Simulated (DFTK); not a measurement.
# CdTe and the effect of the functional

```xyz
2
Lattice="0.0000 3.2050 3.2050 3.2050 0.0000 3.2050 3.2050 3.2050 0.0000" Properties=species:S:1:pos:R:3 pbc="T T T"
Te    4.8075    4.8075    4.8075
Cd    0.0000    0.0000    0.0000
```

Kept alike: task band structure; k mesh 6 × 6 × 6; occupations fermi-dirac, width 0.05 eV; no spin polarisation. Program: DFTK, SG15 1.2 (PBE), cutoff 1225 eV. The mesh is that of the run's cell of 2 atoms. No spin-orbit coupling.

| functional | band gap (eV) | pressure (GPa) |
| --- | --- | --- |
| LDA | 0.654 | -0.71 |
| PBEsol | 0.784 | 1.63 |
| r2SCAN | 1.151 | 2.69 |

Pressure is positive in compression; the values hold the error of the finite cutoff, so their zero can differ a little from the energy's minimum. Spin-orbit coupling, left out here, moves the band edges of heavy atoms and can close or invert small gaps. Runs of this series that gave no sound value for these columns are left out. Gaps are the smaller of the mesh's and the band path's. All rows use potentials made for PBE.

The band gap runs from 0.654 (LDA) to 1.151 eV (r2SCAN). The pressure runs from -0.71 (LDA) to 2.69 GPa (r2SCAN). A positive pressure means that the functional's own cell is larger than the one given, a negative one that it is smaller.
